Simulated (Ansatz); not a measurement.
Here is an Ansatz 0.2.0 calculation.

Contents of input.yaml:

```yaml
crystal:
  lattice:
    - [3.81369522, 0.0, 0.0]
    - [0.0, 3.81369522, 0.0]
    - [0.0, 0.0, 4.8869133]
  atoms:
    - { symbol: Sn, position: [0.5, 0.0, 0.76462614] }
    - { symbol: Sn, position: [0.0, 0.5, 0.23537386] }
    - { symbol: O, position: [0.0, 0.0, 0.0] }
    - { symbol: O, position: [0.5, 0.5, 0.0] }
hamiltonian:
  xc: blyp
  pseudopotentials: { kind: paw }
kpoints:
  mp_grid: { grid: [7, 7, 6] }
  band_path:
    path:
      - [[0.0, 0.0, 0.0], [0.0, 0.5, 0.0], [0.5, 0.5, 0.0], [0.0, 0.0, 0.0], [0.0, 0.0, 0.5], [0.0, 0.5, 0.5], [0.5, 0.5, 0.5], [0.0, 0.0, 0.5]]
      - [[0.0, 0.5, 0.0], [0.0, 0.5, 0.5]]
      - [[0.5, 0.5, 0.0], [0.5, 0.5, 0.5]]
    npoints: 14
scf:
  occupations: { method: fermi_dirac, width: 0.05 }
  n_extra_bands: 10
output:
  forces: true
  stress: true
  eigenvalues: true
  fatbands: false
```

Potentials or basis: Ansatz PAW.

Run with:

```console
$ ansatz run input.yaml --threads 2 --pin off --max-ram 5632MiB --backend cpu --events-out ev --progress --plain --runs-dir out
```

Question: What does it give for the band gap along the path?

Answer: 0.37 eV, indirect (least direct gap 2.22 eV).

Question: What does it give for the largest force?

Answer: 0.541 eV/Å.

Question: Estimate the pressure.

Answer: 8.1 GPa.

Question: What does it give for the band gap on the k mesh?

Answer: 0.59 eV, indirect (least direct gap 2.24 eV).

Forces on the atoms (eV/Å):
```
Sn   0.000  0.000 -0.541
Sn   0.000  0.000  0.541
O    0.000  0.000  0.000
O    0.000  0.000  0.000
```

Caveat: the k mesh misses the band edges, so the gap on the mesh is wider than the one along the path; the pressure holds a Pulay correction of +0.6 GPa for the finite cutoff; spin-orbit coupling is left out, which moves the levels of the heavy elements; the PAW data sets come from PBE, with cores solved anew for the run's functional, which leaves a small shift of forces and pressure.
